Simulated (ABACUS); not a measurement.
A run of ABACUS 3.10.1 is set up as follows.

File run_abacus.py:

```python
"""ABACUS run from a structure file: ASE reads it, the script writes STRU, KPT and INPUT."""
import re
import subprocess
from ase.io import read
from ase.units import Bohr

atoms = read("Ru.cif")
atoms = atoms[(-atoms.numbers).argsort(kind="stable")]  # ABACUS lists atoms element by element
pseudo = {'Ru': 'Ru.upf'}
orbital = {'Ru': 'Ru_confined-atom_7au_4s3p3d1f.orb'}
magmoms = None
kmesh = [10, 10, 6]
params = {
    'suffix': 'Ru',
    'calculation': 'scf',
    'basis_type': 'lcao',
    'pseudo_dir': './',
    'orbital_dir': './',
    'symmetry': 1,
    'dft_functional': 'pbe',
    'ecutwfc': 100,
    'pseudo_rcut': 10,
    'nspin': 1,
    'nbands': 26,
    'ks_solver': 'genelpa',
    'smearing_method': 'fd',
    'smearing_sigma': 0.00367493,
    'scf_thr': 1e-07,
    'scf_nmax': 100,
    'mixing_type': 'broyden',
    'mixing_beta': 0.7,
    'cal_force': 1,
    'cal_stress': 1,
    'out_mul': 1,
    'out_chg': 1,
}

symbols = atoms.get_chemical_symbols()
elements = list(dict.fromkeys(symbols))
lines = ["ATOMIC_SPECIES"] + [f"{e} {atoms.get_masses()[symbols.index(e)]:.4f} {pseudo[e]}" for e in elements]
if orbital:
    lines += ["", "NUMERICAL_ORBITAL"] + [orbital[e] for e in elements]
lines += ["", "LATTICE_CONSTANT", f"{1 / Bohr:.10f}", "", "LATTICE_VECTORS"]
lines += [" ".join(f"{x:.10f}" for x in v) for v in atoms.cell]
lines += ["", "ATOMIC_POSITIONS", "Direct"]
for e in elements:
    lines += ["", e, "0.0", str(symbols.count(e))]
    for i, p in enumerate(atoms.get_scaled_positions(wrap=False)):
        if symbols[i] == e:
            mag = "" if magmoms is None else " mag " + " ".join(str(x) for x in (magmoms[i] if isinstance(magmoms[i], list) else [magmoms[i]]))
            lines.append(" ".join(f"{x:.10f}" for x in p) + " 1 1 1" + mag)
open("STRU", "w").write("\n".join(lines) + "\n")
open("KPT", "w").write("K_POINTS\n0\nGamma\n%d %d %d 0 0 0\n" % tuple(kmesh))
open("INPUT", "w").write("INPUT_PARAMETERS\n" + "".join(f"{k:<20s}{v}\n" for k, v in params.items()))

done = subprocess.run(['mpirun', '-np', '4', 'abacus'])
if done.returncode:
    raise SystemExit(done.returncode)
log = open("OUT.Ru/running_scf.log").read()
print("final energy (eV):", re.findall(r"FINAL_ETOT_IS (\S+)", log))
```

File Ru.cif:

```cif
data_Ru
_cell_length_a 2.70580000
_cell_length_b 2.70580000
_cell_length_c 4.28190000
_cell_angle_alpha 90.00000000
_cell_angle_beta 90.00000000
_cell_angle_gamma 120.00000000
_space_group_name_H-M_alt 'P1'
_space_group_name_Hall 'P 1'
_space_group_IT_number 1
loop_
_space_group_symop_operation_xyz
'x,y,z'
loop_
_atom_site_label
_atom_site_type_symbol
_atom_site_symmetry_multiplicity
_atom_site_Wyckoff_symbol
_atom_site_fract_x
_atom_site_fract_y
_atom_site_fract_z
_atom_site_occupancy
Ru1 Ru 1 a 0.6666666667 0.3333333333 0.7500000000 1
Ru2 Ru 1 a 0.3333333333 0.6666666667 0.2500000000 1
```

Potentials or basis: PseudoDojo NC SR 0.4.1 PBE standard, TZDP LCAO (the cutoffs set its grid).

The run is started by

```sh
$ OMP_NUM_THREADS=1 python run_abacus.py > log
```

**Question.** What does it give for the pressure?

**Answer.** 5.8 GPa.

**Question.** What does it give for the band gap on the k mesh?

**Answer.** None (metal or under the smearing width).

Stress tensor (GPa, compression positive):
```
7.17 0.00 0.00
0.00 7.17 0.00
0.00 0.00 3.03
```

Caveat: the atomic orbitals were generated for these runs and aren't a published set; the basis of atomic orbitals isn't converged, which shifts pressures, moduli and gaps.
